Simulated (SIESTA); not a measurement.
Crystal: CuI (Marshite).

```
I Cu
1.0
     0.00000    3.03150    3.03150
     3.03150    0.00000    3.03150
     3.03150    3.03150    0.00000
I Cu
1 1
Direct
  0.00000 0.00000 0.00000
  0.75000 0.75000 0.75000
```

Base run:

| Item | Value |
| --- | --- |
| Program | SIESTA 5.4.2 |
| Functional | vdW-DF-cx |
| Potentials or basis | PseudoDojo 0.4 standard (PBE files) |
| Basis | DZP (energy shift 0.002 Ry) |
| Grid cutoff | 800 Ry |
| Energy shift | 0.002 Ry |
| k mesh | 8 × 8 × 8 |
| Occupations | fermi-dirac, width 0.05 eV |
| Spin | no spin polarisation |

Its results: band gap on the k mesh 1.94 eV, direct; pressure -0.3 GPa.

After a change of settings the same cell gave: band gap on the k mesh 2.01 eV, direct; pressure 1.8 GPa. Which change was it?
A. functional from vdW-DF-cx to PBE; basis from DZP (energy shift 0.002 Ry) to DZ (energy shift 0.002 Ry)
B. functional from vdW-DF-cx to PBE-libxc
C. functional from vdW-DF-cx to BLYP
D. functional from vdW-DF-cx to RPBE

B.

Caveats: semicore shells carry a single zeta, which can move pressures by several GPa and volumes by a few percent; spin-orbit coupling is left out, which moves the levels of the heavy elements; the basis of atomic orbitals isn't converged, which shifts pressures, moduli and gaps; the potentials were made for another functional, which shifts forces and pressure (some runs).

Not every run made on this cell is shown here.
